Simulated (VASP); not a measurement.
NaH under changes of volume

One of the cells (13.161 Å³/atom); the others are scaled copies at fixed shape and fractional positions:

```
Na H
1.0
     2.97469    0.00000    0.00000
     0.00000    2.97469    0.00000
     0.00000    0.00000    2.97469
Na H
1 1
Cartesian
  0.0000 0.0000 0.0000
  1.4873 1.4873 1.4873
```

The cell comes from a database or a generator and needn't be the stable form of this composition.

```yaml
Program: VASP 6.6.1
Functional: PBE
Potentials_or_basis: VASP PAW PBE potentials, release 64 (Na_pv, H)
Cutoff: 520 eV
k_mesh: 9 × 9 × 9
Occupations: fermi-dirac, width 0.05 eV
Spin: no spin polarisation
```

```csv
volume (Å³/atom),energy over the lowest point (meV/atom),pressure (GPa),gap on the mesh (eV)
12.129,5.19,1.9,1.53
12.387,?,?,?
12.645,0.84,0.7,1.51
13.161,0.00,-0.3,1.49
13.419,0.70,-0.7,1.48
13.677,2.08,-1.1,1.47
```

Task: What does the run at 12.387 Å³/atom give?

Result: Energy over the lowest point 2.53 meV/atom; pressure 1.3 GPa; gap on the mesh 1.52 eV.

Worked out: A Birch-Murnaghan fit of order 3 (a polynomial in V^(-2/3)) to the other rows has its minimum at 13.04 Å³/atom with B0 = V·E''(V) = 24 GPa and B' = 3.5. It gives 2.54 meV/atom at 12.387 Å³/atom, against the run's 2.53, and -dE/dV = 1.3 GPa, against 1.3. A straight line through the other rows of the gap, of slope -0.499 eV per unit of ln V, gives 1.52 eV, against the run's 1.52.

Energies are extrapolated to zero smearing.

Caveats: an odd mesh through Γ misses points on the zone boundary, where band edges often lie.
